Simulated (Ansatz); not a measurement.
# LiF: the cost of one run

Method: DFT PBE, scalar-relativistic, plane waves, PAW, in Ansatz 0.2.0.

1 further run of the same task is left out (it didn't finish).

**1. Starting point**

The structure is cubic, space group Fm-3m (No. 225). Conventional cell: a = 4.068 Å, b = 4.068 Å, c = 4.068 Å, α = 90.00°, β = 90.00°, γ = 90.00°. Around Li (site symmetry m-3m) lie 6 F at 2.03 Å. F (site symmetry m-3m) is surrounded by 6 Li at 2.03 Å.

Structure file:

```cif
data_structure
_symmetry_space_group_name_H-M 'P 1'
_symmetry_Int_Tables_number 1
_cell_length_a 2.8764
_cell_length_b 2.8764
_cell_length_c 2.8764
_cell_angle_alpha 60.000
_cell_angle_beta 60.000
_cell_angle_gamma 60.000
_cell_volume 16.83
loop_
_atom_site_label
_atom_site_type_symbol
_atom_site_fract_x
_atom_site_fract_y
_atom_site_fract_z
_atom_site_occupancy
Li1 Li 0.00000 0.00000 0.00000 1
F1 F 0.50000 0.50000 0.50000 1
```

It is the end of an earlier relaxation with the same method, from a generated guess; it is a trial structure. At a tolerance of 0.02 Å it has space group Fm-3m (No. 225); it has 8.41 Å³/atom, an uncorrected energy of -2.95 eV/atom over the elements.

**2. Static run: bands, density of states and charges**

Input file input.yaml:

```yaml
crystal:
  lattice:
    - [0.0, 2.0338985762, 2.0338985762]
    - [2.0338985762, 0.0, 2.0338985762]
    - [2.0338985762, 2.0338985762, 0.0]
  atoms:
    - { symbol: Li, position: [0.0, 0.0, 0.0] }
    - { symbol: F, position: [0.5, 0.5, 0.5] }
basis:
  ecutwfc: 420
kpoints:
  mp_grid: { grid: [10, 10, 10] }
  band_path:
    path:
      - [[0.0, 0.0, 0.0], [0.5, 0.0, 0.5], [0.625, 0.25, 0.625]]
      - [[0.375, 0.375, 0.75], [0.0, 0.0, 0.0], [0.5, 0.5, 0.5], [0.5, 0.25, 0.75], [0.5, 0.0, 0.5]]
    npoints: 14
hamiltonian:
  xc: pbe
scf:
  occupations: { method: gaussian, width: 0.02 }
  n_extra_bands: 6
output:
  forces: true
  stress: true
  eigenvalues: true
  populations: true
  dos: { projected: true, de: 0.02, nscf_kmesh: { grid: [15, 15, 15] } }
  bader: true
  write_density: true
  write_potential: true
  elf: true
  volumetric_format: npy
```

On the command line:

```
$ ansatz run input.yaml --threads 1 --pin off --max-ram 2560MiB --backend cpu --events-out ev --progress --plain --runs-dir out
```

What time and memory should one allow on 1 thread of Arm Neoverse V2, shared host?

About 7.3 s, with a peak of 0.26 GiB.
